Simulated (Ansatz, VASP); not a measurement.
TiSi in VASP and in Ansatz

INCAR

```
SYSTEM = TiSi
PREC = Accurate
ENCUT = 520
EDIFF = 1E-6
ISMEAR = 0
SIGMA = 0.15
LREAL = .FALSE.
LASPH = .TRUE.
NELM = 100
ALGO = Fast
ISIF = 2
LWAVE = .FALSE.
LCHARG = .FALSE.
GGA = CA
NBANDS = 15
```

The input KPOINTS:

```
Automatic mesh
0
G
  18 18 12
  0 0 0
```

File POSCAR:

```
TiSi
1.0
    1.8161780000     -2.1176240000      0.0000000000
    1.8161780000      2.1176240000      0.0000000000
    0.0000000000      0.0000000000      3.9180520200
Ti Si
1 1
Direct
    0.5000000000      0.5000000000      0.0000000000
    0.0000000000      0.0000000000      0.5000000000
```

Input for Ansatz:

```yaml
crystal:
  lattice:
    - [1.816178, -2.117624, 0.0]
    - [1.816178, 2.117624, 0.0]
    - [0.0, 0.0, 3.91805202]
  atoms:
    - { symbol: Ti, position: [0.5, 0.5, 0.0] }
    - { symbol: Si, position: [0.0, 0.0, 0.5] }
basis:
  ecutwfc: 420
kpoints:
  mp_grid: { grid: [18, 18, 12] }
hamiltonian:
  xc: lda
scf:
  occupations: { method: gaussian, width: 0.15 }
output:
  forces: true
  stress: true
  eigenvalues: true
```

Change from the starting cell: strain +0.000 along x and y, +0.030 along z, atoms carried along.

Alike in both runs: task single point; functional LDA; k mesh 18 × 18 × 12; occupations gaussian, width 0.15 eV; no spin polarisation.

|  | VASP | Ansatz |
| --- | --- | --- |
| version | VASP 6.6.1 | Ansatz 0.2.0 |
| potentials or method | VASP PAW LDA potentials, release 64 (Ti_sv, Si) | scalar-relativistic, plane waves, PAW |
| plane-wave cutoff (eV) | 520 | 420 |
| valence electrons in the cell | 16 | 16 |

|  | VASP | Ansatz | Ansatz less VASP |
| --- | --- | --- | --- |
| gap on the k mesh at the Fermi level (eV) | none | none | - |
| pressure (GPa) | -11.5 | -11.7 | -0.13 |
| largest component of the traceless stress (GPa) | 2.46 | 2.51 | +0.057 |

A gap of «none» marks a metal or a gap that the smearing closes.
